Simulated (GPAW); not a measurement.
# CdS (Fm-3m) in GPAW: single point with PBEsol

Aim: the single point of CdS with PBEsol.

Everything below comes from runs of GPAW 26.7.0. Logs are shortened: lines on timing, memory, paths and dates and some standing lists are left out, and cuts for length are marked. The log counts tension as positive stress, the text compression.

### 1 The undisturbed crystal

Symmetry: Fm-3m, No. 225, cubic system. The conventional cell has a = 5.506 Å, b = 5.506 Å, c = 5.506 Å, α = 90.00°, β = 90.00°, γ = 90.00°. Cd (site symmetry m-3m) is surrounded by 6 S at 2.75 Å. Around S (site symmetry m-3m) lie 6 Cd at 2.75 Å.

Measurements of this composition are mostly on another form, of space group No. 186.

### 2 Single point, PBEsol (the cell as VASP's run set it)

The input, run.py:

```python
from ase.dft.bandgap import bandgap
from ase.io import read, write
from ase.units import GPa
from gpaw import GPAW, PW, setup_paths

setup_paths.insert(0, '.')

atoms = read('POSCAR')

calc = GPAW(mode=PW(600),
            xc='PBEsol',
            kpts={'size': (5, 5, 5), 'gamma': True},
            occupations={'name': 'methfessel-paxton', 'order': 0, 'width': 0.01},
            nbands=57,
            convergence={'density': 1e-05, 'energy': 1e-05},
            maxiter=150,
            txt='gpaw.txt')
atoms.calc = calc
energy = atoms.get_potential_energy()
forces = atoms.get_forces()
stress = atoms.get_stress()
calc.write('gs.gpw')
write('result.traj', atoms)
print(f'Energy: {energy:.6f} eV')
print('Forces (eV/A):')
print(forces.round(4))
print('Stress (GPa):', (stress / GPa).round(3))
print('Fermi level:', round(calc.get_fermi_level(), 4), 'eV')
print(f'Gap: {bandgap(calc)[0]:.4f} eV, direct: {bandgap(calc, direct=True)[0]:.4f} eV')
```

The input, POSCAR:

```
CdS
1.0
    5.5064880000      0.0000000000      0.0000000000
    0.0000000000      5.5064880000      0.0000000000
    0.0000000000      0.0000000000      5.5064880000
Cd S
4 4
Direct
    0.0000000000      0.0000000000      0.0000000000
    0.0000000000      0.5000000000      0.5000000000
    0.5000000000      0.0000000000      0.5000000000
    0.5000000000      0.5000000000      0.0000000000
    0.5000000000      0.0000000000      0.0000000000
    0.0000000000      0.5000000000      0.0000000000
    0.0000000000      0.0000000000      0.5000000000
    0.5000000000      0.5000000000      0.5000000000
```

Potentials or basis: PAW data sets generated in the run's folder for this functional, pw.

Run with:

```sh
$ gpaw-setup -f PBEsol Cd S
$ OMP_NUM_THREADS=1 python run.py
```

gpaw.txt:

```text
__  _  _
 | _ |_)|_||  |
 |__||  | ||/\| - 26.7.0

Input parameters:
  mode=PW(ecut=600.0),
  convergence={'density': 1e-05, 'energy': 1e-05},
  kpts=MonkhorstPack(size=(5, 5, 5), gamma=True),
  maxiter=150,
  nbands=57,
  occupations=Occupations(name='methfessel-paxton', order=0, width=0.01),
  xc=XC(name='PBEsol')

Diagonalizing LCAO Hamiltonian
Converting LCAO to pw mode
    .-------------.
   /|             |
  / |             |
 *  |             |
 |  |             |
 | Cd    S        |
 S  |   Cd        |
 |  .-------------.
 | S     Cd      /
 |/             /
 Cd-----S------*

Atoms  # Å, Bohr magnetons
|   | symbol |        x |        y |        z |    initial magnetic moments |
|---|--------|----------|----------|----------|-----------------------------|
| 0 |     Cd | 0.000000 | 0.000000 | 0.000000 | ( 0.0000,  0.0000,  0.0000) |
| 1 |     Cd | 0.000000 | 2.753244 | 2.753244 | ( 0.0000,  0.0000,  0.0000) |
| 2 |     Cd | 2.753244 | 0.000000 | 2.753244 | ( 0.0000,  0.0000,  0.0000) |
| 3 |     Cd | 2.753244 | 2.753244 | 0.000000 | ( 0.0000,  0.0000,  0.0000) |
| 4 |      S | 2.753244 | 0.000000 | 0.000000 | ( 0.0000,  0.0000,  0.0000) |
| 5 |      S | 0.000000 | 2.753244 | 0.000000 | ( 0.0000,  0.0000,  0.0000) |
| 6 |      S | 0.000000 | 0.000000 | 2.753244 | ( 0.0000,  0.0000,  0.0000) |
| 7 |      S | 2.753244 | 2.753244 | 2.753244 | ( 0.0000,  0.0000,  0.0000) |

Unit cell  # Å
| periodic |        x |        y |        z |  lengths |    angles |
|----------|----------|----------|----------|----------|-----------|
|      yes | 5.506488 | 0.000000 | 0.000000 | 5.506488 | 90.000000 |
|      yes | 0.000000 | 5.506488 | 0.000000 | 5.506488 | 90.000000 |
|      yes | 0.000000 | 0.000000 | 5.506488 | 5.506488 | 90.000000 |

Number of symmetries: 48
Symmetry operations  # r_c * U_cc + t_c -> r_c
|    | kind |            matrix            |
|----|------|------------------------------|
|  0 |  E   |  1, 0, 0,  0, 1, 0,  0, 0, 1 |
|  1 |  σ   |  1, 0, 0,  0, 1, 0,  0, 0,-1 |
|  2 |  σ   |  1, 0, 0,  0, 0, 1,  0, 1, 0 |
|  3 |  C4  |  1, 0, 0,  0, 0, 1,  0,-1, 0 |
|  4 |  C4  |  1, 0, 0,  0, 0,-1,  0, 1, 0 |
|  5 |  σ   |  1, 0, 0,  0, 0,-1,  0,-1, 0 |
|  6 |  σ   |  1, 0, 0,  0,-1, 0,  0, 0, 1 |
|  7 |  C2  |  1, 0, 0,  0,-1, 0,  0, 0,-1 |
|  8 |  σ   |  0, 1, 0,  1, 0, 0,  0, 0, 1 |
|  9 |  C2  |  0, 1, 0,  1, 0, 0,  0, 0,-1 |
| 10 |  C3  |  0, 1, 0,  0, 0, 1,  1, 0, 0 |
| 11 |  S6  |  0, 1, 0,  0, 0, 1, -1, 0, 0 |
| 12 |  S6  |  0, 1, 0,  0, 0,-1,  1, 0, 0 |
| 13 |  C3  |  0, 1, 0,  0, 0,-1, -1, 0, 0 |
| 14 |  C4  |  0, 1, 0, -1, 0, 0,  0, 0, 1 |
| 15 |  S4  |  0, 1, 0, -1, 0, 0,  0, 0,-1 |
| 16 |  C3  |  0, 0, 1,  1, 0, 0,  0, 1, 0 |
| 17 |  S6  |  0, 0, 1,  1, 0, 0,  0,-1, 0 |
| 18 |  σ   |  0, 0, 1,  0, 1, 0,  1, 0, 0 |
| 19 |  C4  |  0, 0, 1,  0, 1, 0, -1, 0, 0 |
| 20 |  C2  |  0, 0, 1,  0,-1, 0,  1, 0, 0 |
| 21 |  S4  |  0, 0, 1,  0,-1, 0, -1, 0, 0 |
| 22 |  S6  |  0, 0, 1, -1, 0, 0,  0, 1, 0 |
| 23 |  C3  |  0, 0, 1, -1, 0, 0,  0,-1, 0 |
| 24 |  S6  |  0, 0,-1,  1, 0, 0,  0, 1, 0 |
| 25 |  C3  |  0, 0,-1,  1, 0, 0,  0,-1, 0 |
| 26 |  C4  |  0, 0,-1,  0, 1, 0,  1, 0, 0 |
| 27 |  σ   |  0, 0,-1,  0, 1, 0, -1, 0, 0 |
| 28 |  S4  |  0, 0,-1,  0,-1, 0,  1, 0, 0 |
| 29 |  C2  |  0, 0,-1,  0,-1, 0, -1, 0, 0 |
| 30 |  C3  |  0, 0,-1, -1, 0, 0,  0, 1, 0 |
| 31 |  S6  |  0, 0,-1, -1, 0, 0,  0,-1, 0 |
| 32 |  C4  |  0,-1, 0,  1, 0, 0,  0, 0, 1 |
| 33 |  S4  |  0,-1, 0,  1, 0, 0,  0, 0,-1 |
| 34 |  S6  |  0,-1, 0,  0, 0, 1,  1, 0, 0 |
| 35 |  C3  |  0,-1, 0,  0, 0, 1, -1, 0, 0 |
| 36 |  C3  |  0,-1, 0,  0, 0,-1,  1, 0, 0 |
| 37 |  S6  |  0,-1, 0,  0, 0,-1, -1, 0, 0 |
| 38 |  σ   |  0,-1, 0, -1, 0, 0,  0, 0, 1 |
| 39 |  C2  |  0,-1, 0, -1, 0, 0,  0, 0,-1 |
| 40 |  σ   | -1, 0, 0,  0, 1, 0,  0, 0, 1 |
| 41 |  C2  | -1, 0, 0,  0, 1, 0,  0, 0,-1 |
| 42 |  C2  | -1, 0, 0,  0, 0, 1,  0, 1, 0 |
| 43 |  S4  | -1, 0, 0,  0, 0, 1,  0,-1, 0 |
| 44 |  S4  | -1, 0, 0,  0, 0,-1,  0, 1, 0 |
| 45 |  C2  | -1, 0, 0,  0, 0,-1,  0,-1, 0 |
| 46 |  C2  | -1, 0, 0,  0,-1, 0,  0, 0, 1 |
| 47 |  i   | -1, 0, 0,  0,-1, 0,  0, 0,-1 |

BZ-sampling:
  Number of BZ points: 125
  Number of IBZ points: 10

  Monkhorst-Pack size: [5, 5, 5]
  Monkhorst-Pack shift: [0, 0, 0]

K-points  # in reciprocal-cell coordinates
|   |                                coordinates |     weight |
|---|--------------------------------------------|------------|
| 0 | (  0.00000000,   0.00000000,   0.00000000) | 0.00800000 |
| 1 | (  0.20000000,   0.00000000,   0.00000000) | 0.04800000 |
| 2 | (  0.20000000,   0.20000000,   0.00000000) | 0.09600000 |
| 3 | (  0.20000000,   0.20000000,   0.20000000) | 0.06400000 |
| 4 | (  0.40000000,   0.00000000,   0.00000000) | 0.04800000 |
| 5 | (  0.40000000,   0.20000000,   0.00000000) | 0.19200000 |
| 6 | (  0.40000000,   0.20000000,   0.20000000) | 0.19200000 |
| 7 | (  0.40000000,   0.40000000,   0.00000000) | 0.09600000 |
| 8 | (  0.40000000,   0.40000000,   0.20000000) | 0.19200000 |
| 9 | (  0.40000000,   0.40000000,   0.40000000) | 0.06400000 |

Plane wave coefficients: 5607
Cutoff: 600.0 eV

Spin-components: 1 (collinear spins)
Bands:           57
Projectors:      44
Spin-degeneracy: 2
Datatype:        complex128

Parallelization:
  kpt:    1
  domain: 1
  band:   1

Density:
  Valence electrons: 72.0
  Components: 1
  Grid points: [32 32 32]
  Charge: 0.0  # |e|

Potential:
  Grid points: [32 32 32]

species:
  Cd:
    name:    Cadmium
    Z:       48.0
    valence: 12
    core:    36
    charge:  0.0  # [|e|]
    compensation charges:
      type: gauss
      rc: 0.38  # [Å]
      lmax: 2
    cutoffs:
      filter: 2.12  # [Å]
      core: 2.62  # [Å]
    projectors
    | kind |    occ | energy [eV] | rcut [Å] |
    |------|--------|-------------|----------|
    |   5s |  2.000 |      -5.696 |    1.191 |
    |   5p |  0.000 |      -1.145 |    1.228 |
    |   4d | 10.000 |     -11.735 |    1.164 |
    |    s |        |      21.516 |    1.191 |
    |    p |        |      26.066 |    1.228 |
    |    d |        |      15.476 |    1.164 |

    Using partial waves for Cd as LCAO basis

  S:
    name:    Sulfur
    Z:       16.0
    valence: 6
    core:    10
    charge:  0.0  # [|e|]
    compensation charges:
      type: gauss
      rc: 0.24  # [Å]
      lmax: 2
    cutoffs:
      filter: 1.77  # [Å]
      core: 1.66  # [Å]
    projectors
    | kind |    occ | energy [eV] | rcut [Å] |
    |------|--------|-------------|----------|
    |   3s |  2.000 |     -17.192 |    0.974 |
    |   3p |  4.000 |      -6.978 |    0.979 |
    |    s |        |      10.020 |    0.974 |
    |    p |        |      20.234 |    0.979 |
    |    d |        |       0.000 |    0.900 |

    Using partial waves for S as LCAO basis

Reference energy: -651770.038718  # eV

eigensolver:
  PPCG
  Converge bands: occupied
  niter=2

density mixing:
  MSR1-Mixer
  Pratt-step length: 0.05
  Maximum mixing coefficient: 0.75
  Old densities: 10
  SVD Regularization: 0.005
  Good broyden scale: 1.0
  Trust region scale: 1.0
  Backstep threshold: 4.0
  History deletion threshold: 6.0
  Fourier metric: weight=20.0, sigma=0.015

occupation numbers:
  Methfessel-Paxton:
    width: 0.0100  # eV
    order: 0

poisson solver:
  ecut: 4800.0  # eV

xc functional:
  name: PBEsol with 2 nearest neighbor stencil

convergence criteria:
- Maximum integral of absolute [dens]ity change: 1e-05 electrons / valence electron
- Maximum [total energy] change in last 3 cyles: 1e-05 eV / valence electron
- Maximum integral of absolute [eigenst]ate change: 4e-08 eV^2 / valence electron
maximum number of iterations: 150

SCF iterations
|iter     | |      energy | eigst |  dens |
|---------|-|-------------|-------|-------|
|iter:   1| |  -29.271230 | -0.21 |       |
|iter:   2| |  -28.872614 | -1.83 | -1.13 |
|iter:   3| |  -27.312611 | -1.17 | -1.18 |
|iter:   4| |  -27.247677 | -2.89 | -1.64 |
|iter:   5| |  -27.243357 | -3.63 | -2.13 |
|iter:   6| |  -27.243364 | -4.69 | -2.69 |
|iter:   7| |  -27.243274c| -5.59 | -3.13 |
|iter:   8| |  -27.243283c| -6.71 | -3.73 |
|iter:   9| |  -27.243283c| -7.82c| -4.36 |
|iter:  10| |  -27.243283c| -8.59c| -5.49c|

Converged in 10 steps
Energy contributions relative to reference atoms: (reference = -651770.038718)

Energy contributions:
  Kinetic:          54.005020
  Coulomb:         -48.439216
  Zero:              0.557878
  External:          0.000000
  Xc:              -33.366966
  Entropy:          -0.000000
  Spinorbit:         0.000000
  ----------------------------
  Free energy:     -27.243283
  Extrapolated:    -27.243283

dipole moment: (-71.422079, -71.422079, -71.422079)  # |e|*Ang

Fermi level: 5.383
Eigenvalues  # (at kpt = [0.000, 0.000, 0.000])
| band index |      eig [eV] | occ [0-2] |
|------------|---------------|-----------|
|          0 |        -7.364 |     2.000 |
|        ... |               |           |
|         28 |         3.216 |     2.000 |
|         29 |         3.216 |     2.000 |
|         30 |         3.216 |     2.000 |
|         31 |         3.216 |     2.000 |
|         32 |         3.216 |     2.000 |
|         33 |         4.588 |     2.000 |
[... 8 lines left out ...]
|         42 |        11.254 |     0.000 |
|         43 |        14.412 |     0.000 |
|        ... |               |           |
|         56 |        16.464 |     0.000 |

Gap: 0.119 eV
Transition (v -> c):
  (s=0, k=7, n=35, [0.40, 0.40, 0.00]) -> (s=0, k=0, n=36, [0.00, 0.00, 0.00])
Direct/indirect transitions are different
Direct gap: 0.871 eV
Transition at: (s=0, k=0, n=35, [0.00, 0.00, 0.00])

Forces  # eV/Ang
|        x |        y |        z |
|----------|----------|----------|
| -0.00000 | -0.00000 | -0.00000 |  # Cd   0
|  0.00000 |  0.00000 |  0.00000 |  # Cd   1
|  0.00000 |  0.00000 |  0.00000 |  # Cd   2
|  0.00000 | -0.00000 |  0.00000 |  # Cd   3
|  0.00000 |  0.00000 |  0.00000 |  # S    4
|  0.00000 |  0.00000 |  0.00000 |  # S    5
|  0.00000 |  0.00000 |  0.00000 |  # S    6
|  0.00000 |  0.00000 |  0.00000 |  # S    7

Stress tensor  # eV/Ang^3
|        x |        y |        z |
|----------|----------|----------|
| 0.028918 | 0.000000 | 0.000000 |
| 0.000000 | 0.028918 | 0.000000 |
| 0.000000 | 0.000000 | 0.028918 |

# Writing to gs.gpw (mode='')
```

Run time: 58 s. Hardware: 1 thread of Arm Neoverse V1, shared host; peak memory 0.26 GiB.

Results:

| Property | Result |
| --- | --- |
| Free energy | -27.2433 eV |
| Pressure | -4.6 GPa |
| Band gap on the k mesh | 0.12 eV |

Levels at points of the mesh, in eV from the valence-band top:
| k point | band 32 | band 33 | band 34 | band 35 | band 36 | band 37 | band 38 | band 39 | band 40 | band 41 |
| --- | --- | --- | --- | --- | --- | --- | --- | --- | --- | --- |
| (0.00, 0.00, 0.00) | -2.12 | -2.12 | -0.75 | -0.75 | -0.75 | 0.12 | 0.12 | 0.12 | 0.69 | 5.91 |

Caveat: an odd mesh through Γ misses points on the zone boundary, where band edges often lie.
